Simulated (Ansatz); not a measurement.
Ga: frozen-core PAW against all-electron methods

```
Ga
1.0
    -1.41804    1.41804    2.22900
     1.41804   -1.41804    2.22900
     1.41804    1.41804   -2.22900
Ga
1
Direct
  0.00000 0.00000 0.00000
```

The cell is COD entry 9012723, as deposited and not checked against the literature; nothing was relaxed. The listed cell was then made from it by scaling, straining or moving an atom.

Levels of theory: DFT, PBE, PAW with Ansatz's default frozen-core files, scalar-relativistic (Ansatz 0.2.0); DFT, PBE, all-electron LAPW, scalar-relativistic (Ansatz 0.2.0).

For PAW: a Γ-centred 16×16×16 k mesh, Fermi–Dirac smearing of 0.03 eV, cutoff 420 eV, no spin polarisation. LAPW targets a basis error of 1 meV/atom. The Ansatz runs share mesh, smearing and spin set-up. Plane-wave (PAW) pressures include the program's estimate of the Pulay term.

Stress and pressure are positive in compression.

The change that made this cell: x and y strained by +1 %, z held.

PAW results:

```tsv
quantity	PAW
pressure (GPa)	3.05
stress xx (GPa)	2.99
stress zz (GPa)	3.19
```

Q: What does full-potential LAPW give for the same quantities?

A: 
```csv
quantity,LAPW
pressure (GPa),3.08
stress xx (GPa),3.01
stress zz (GPa),3.20
```
